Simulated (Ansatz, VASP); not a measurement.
# Cross-check of CdInCl3 between VASP and Ansatz, part 3 of 3

One calculation is typed for both programs; each brings its own data sets. How far apart do they land? The cell is generated by rule, not measured, and may not be a known phase. The cell is taken from a series of runs on this material, whose earlier steps may have relaxed, scaled, displaced or heated it; both programs get it as it stands.

VASP 6.6.1 and Ansatz 0.2.0.

So far: Ansatz: relaxation of cell and atoms, PBEsol, pair 1; VASP: relaxation of cell and atoms, PBEsol, pair 1; Side by side; VASP: relaxation of cell and atoms, PBEsol, pair 2; Ansatz: relaxation of cell and atoms, PBEsol, pair 2; Comparison.

## 8. VASP: relaxation of cell and atoms, PBEsol, pair 3

Level of this step: PBEsol; plane waves and PAW (In_d, Cd, Cl); invented cell (VASP).

The relaxed volume is the usual yardstick between codes: in a stiff, nearly cubic crystal its relative difference is about their pressure difference at one cell divided by the bulk modulus.

Input file INCAR:

```
SYSTEM = CdInCl3
PREC = Accurate
ENCUT = 500
EDIFF = 1E-07
NELM = 120
ISMEAR = 0
SIGMA = 0.01
LREAL = .FALSE.
ALGO = Normal
GGA = PS
NBANDS = 57
LORBIT = 11
LWAVE = .FALSE.
LCHARG = .FALSE.
ISIF = 3
IBRION = 2
NSW = 80
EDIFFG = -0.005
LASPH = .TRUE.
GGA_COMPAT = .FALSE.
NELMIN = 4
EFERMI = MIDGAP
KPAR = 2
```

Input file POSCAR:

```
CdInCl3
1.0
    3.6439670000      2.1038450000      5.7135880000
   -3.6439670000      2.1038450000      5.7135880000
    0.0000000000     -4.2076910000      5.7135880000
In Cd Cl
2 2 6
Direct
    0.2500000594      0.2500000594      0.2500000000
    0.7500000594      0.7500000594      0.7500000000
    0.5000000594      0.5000000594      0.5000000000
    0.0000000594      0.0000000594      0.0000000000
    0.1758195229      0.7500000594      0.3241805365
    0.8241805959      0.2500000594      0.6758194635
    0.6758195229      0.8241805959      0.2500000000
    0.3241805959      0.1758195229      0.7500000000
    0.2500000594      0.6758195229      0.8241805365
    0.7500000594      0.3241805959      0.1758194635
```

Input file KPOINTS:

```
Automatic mesh
0
Gamma
6 6 6
0 0 0
```

PAW data sets: In_d, Cd and Cl (PBE family, release 64).

Launch:

```bash
> mpirun -np 2 vasp_std
```

Numbers of over 12 decimals in the logs are rounded to 6 here.

The log of the run:

```text
[... set-up lines as in an earlier step ...]
 entering main loop
       N       E                     dE             d eps       ncg     rms          rms(c)
DAV:   1     0.952199221369E+03    0.95220E+03   -0.40705E+04  3648   0.160E+03
DAV:   2     0.130117188266E+03   -0.82208E+03   -0.78822E+03  3792   0.422E+02
DAV:   3    -0.203013723081E+02   -0.15042E+03   -0.14270E+03  4473   0.175E+02
DAV:   4    -0.307429341520E+02   -0.10442E+02   -0.10348E+02  4286   0.472E+01
[...]
DAV:  18    -0.294555703846E+02    0.42179E-06   -0.23732E-07  2844   0.298E-03    0.827E-03
DAV:  19    -0.294555705359E+02   -0.15129E-06   -0.63547E-08  2069   0.223E-03    0.370E-03
DAV:  20    -0.294555705692E+02   -0.33302E-07   -0.23156E-08  2024   0.103E-03
   1 F= -.29455571E+02 E0= -.29455571E+02  d E =-.294556E+02
[... from here on, the cycles between the ionic steps are left out ...]
   2 F= -.29456078E+02 E0= -.29456078E+02  d E =-.507378E-03
   3 F= -.29456081E+02 E0= -.29456081E+02  d E =-.510130E-03
   4 F= -.29456113E+02 E0= -.29456113E+02  d E =-.319468E-04
   5 F= -.29456197E+02 E0= -.29456197E+02  d E =-.115980E-03
   6 F= -.29456309E+02 E0= -.29456309E+02  d E =-.228586E-03
[...]
reached required accuracy - stopping structural energy minimisation
```

Parts of OUTCAR (step 8):

```text
  Total        0.0038247      0.0038247     -0.0253513     -0.0000000      0.0000000      0.0000000
  in kB        0.0232361      0.0232361     -0.1540144     -0.0000000      0.0000000      0.0000000
  external PRESSURE =      -0.0358474 kB  Pullay stress =       0.0000000 kB

 POSITION                                       TOTAL-FORCE (eV/Angst)
 -----------------------------------------------------------------------------------
      0.00000     -0.00000      4.28777        -0.000000     -0.000000     -0.000000
      0.00000     -0.00000     12.86332        -0.000000     -0.000000     -0.000000
      0.00000     -0.00000      8.57554        -0.000000      0.000000     -0.000000
      0.00000      0.00000      0.00000         0.000000     -0.000000     -0.000000
     -2.09825      0.57942      7.14629        -0.001815     -0.003144      0.000000
      2.09825     -0.57942     10.00480         0.001815      0.003144     -0.000000
     -0.54733      2.10685     10.00480        -0.003631      0.000000      0.000000
      0.54733     -2.10685      7.14629         0.003631      0.000000      0.000000
     -1.55092     -1.52743     10.00480         0.001815     -0.003144      0.000000
      1.55092      1.52743      7.14629        -0.001815      0.003144     -0.000000
 -----------------------------------------------------------------------------------
    total drift:                               -0.000195     -0.000904     -0.002525

  FREE ENERGIE OF THE ION-ELECTRON SYSTEM (eV)
  ---------------------------------------------------
  free  energy   TOTEN  =       -29.4563092853 eV

  energy  without entropy=      -29.4563092853  energy(sigma->0) =      -29.45630929

[... 1 part as in an earlier step ...]

[... 3 further parts left out ...]
[key lines of the parts left out:]
E-fermi :   2.3422
```

## 9. Ansatz: relaxation of cell and atoms, PBEsol, pair 3

The same cell, functional and mesh now go to Ansatz, which takes its cutoff from its data sets.

The cell is taken from a series of runs on this material, whose earlier steps may have relaxed, scaled, displaced or heated it; both programs get it as it stands.

Input file input.yaml:

```yaml
crystal:
  lattice:
    - [3.6439670165, 2.1038453379, 5.7135878535]
    - [-3.6439670165, 2.1038453379, 5.7135878535]
    - [0.0, -4.2076906758, 5.7135878535]
  atoms:
    - { symbol: In, position: [0.25, 0.25, 0.25] }
    - { symbol: In, position: [0.75, 0.75, 0.75] }
    - { symbol: Cd, position: [0.5, 0.5, 0.5] }
    - { symbol: Cd, position: [0.0, 0.0, 0.0] }
    - { symbol: Cl, position: [0.1758194791, 0.75, 0.3241805209] }
    - { symbol: Cl, position: [0.8241805209, 0.25, 0.6758194791] }
    - { symbol: Cl, position: [0.6758194791, 0.8241805209, 0.25] }
    - { symbol: Cl, position: [0.3241805209, 0.1758194791, 0.75] }
    - { symbol: Cl, position: [0.25, 0.6758194791, 0.8241805209] }
    - { symbol: Cl, position: [0.75, 0.3241805209, 0.1758194791] }
kpoints:
  mp_grid: { grid: [6, 6, 6] }
hamiltonian:
  xc: pbesol
  pseudopotentials: { kind: paw, azcp: { folder: soft_1 }, xc_functional: pbe }
scf:
  occupations: { method: fixed }
output:
  forces: true
  stress: true
  eigenvalues: true
relax:
  adjacent_minimum: "off"
  f_tol: 0.001
  max_steps: 60
  cell: { stress_tol: 0.01 }
```

Launch:

```bash
> ansatz run input.yaml --threads 8 --pin off --max-ram 16384MiB --backend cpu --events-out ev --progress --plain --runs-dir out
```

The log of the run:

```text
[...]
Crystal: 10 atoms, lattice volume = 262.814 Å³
Basis set: ecut = 420 eV, 5107 PW (Γ), exchange–correlation on 96×96×96 points (8 copies of the dense FFT grid, shifted against one another)
Bands: 65, of which v1, the nominal top of the filled ones, is band 54 counted from 1 (53 counted from 0)
Symmetry: 12 space group operations
[...]
k-points: 32 of 216
[...]
- { symbol: Cd, position: [0.500000, 0.500000, 0.500000] }
    - { symbol: Cd, position: [0.0, 0.0, 0.0] }
    - { symbol: Cl, position: [0.175819, 0.750000, 0.324181] }
    - { symbol: Cl, position: [0.824181, 0.250000, 0.675819] }
    - { symbol: Cl, position: [0.675819, 0.824181, 0.250000] }
    - { symbol: Cl, position: [0.324181, 0.175819, 0.750000] }
    - { symbol: Cl, position: [0.250000, 0.675819, 0.824181] }
    - { symbol: Cl, position: [0.750000, 0.324181, 0.175819] }
[key lines of the parts left out:]
SCF converged after 7 iterations
Free energy (F): -33793.238223 eV
Fermi energy:    4.689187 eV
P = ⅓ Tr σ = 0.0007 GPa (0.007 kbar)
```

## 10. Differences

What differs besides the data sets and the points named for the pairs above, as far as they apply: the data sets hold 108 valence electrons in Ansatz (on its PAW soft_1 files) and 92 in VASP. Total energies have different zeros and are not compared.

The two programs side by side:

```csv
quantity,Ansatz,VASP,difference
volume (Å³),262.81,263.72,-0.35 %
"edge a after relaxation, in the typed setting (Å)",7.096,7.102,-0.09 %
```

## 11. Summary of results

```yaml
difference_in_volume_relaxation_of_cell_and_atoms_pbesol_pair_1: -0.33 %
difference_in_volume_relaxation_of_cell_and_atoms_pbesol_pair_2: -0.31 %
difference_in_volume_relaxation_of_cell_and_atoms_pbesol_pair_3: -0.35 %
```

What this shows: The difference in volume is -0.35 % (relaxation of cell and atoms, PBEsol, pair 3), within the 1.2 % picked in this series as the mark of a large difference, as far as the stopping tolerances let one tell. The data sets hold unlike numbers of valence electrons (108 in Ansatz and 92 in VASP), so part of the differences comes from the potentials. Such differences can come from data sets, numerical settings and the points named under the comparisons, not from the functional's error against experiment.

[Lines on the potential files, build, host, timing and source positions are cut from VASP's logs without a mark.]

[Logs are printed without paths, hosts, clocks, repeated set-up lines and the standing remarks that a program may print on its own settings, such as how far it seeks lower states.]

[Hosts, paths, dates, database ids (printed as entryN), source tags and the programs' standing remarks are cut or masked in the printed files.]
